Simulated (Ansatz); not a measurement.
## Ag: equation of state with PBEsol0

Ag:

```
Ag
1.0
     0.00000    2.04275    2.04275
     2.04275    0.00000    2.04275
     2.04275    2.04275    0.00000
Ag
1
Direct
  0.00000 0.00000 0.00000
```

```
Program             : Ansatz 0.2.0
Task                : equation of state
Functional          : PBEsol0
Potentials or basis : Ansatz PAW
Cutoff              : 420 eV
Density cutoff      : 1680 eV
k mesh              : 6 × 6 × 6
Occupations         : fermi-dirac, width 0.05 eV
Spin                : no spin polarisation
```

```
Equilibrium volume : 16.92 Å³/atom (rough: see the caveat)
Bulk modulus       : 99 GPa (rough)
```

Energy against volume, from the lowest point:
```tsv
volume (Å³/atom)	energy (meV/atom)
16.025	19.89
16.366	7.63
16.707	1.26
17.048	0.00
17.389	3.15
17.730	10.25
18.071	15.25
```

All runs of the series together: 42 s on 2 threads of Arm Neoverse V1, with other jobs on the host.

Caveat: the k mesh is coarse (spacing up to 0.44 Å⁻¹), so the values aren't converged, least of all with exact exchange; the fit is doubtful: noisy points or a state that changes with volume; the PAW data sets were made with another functional, which shifts forces and pressure a little.
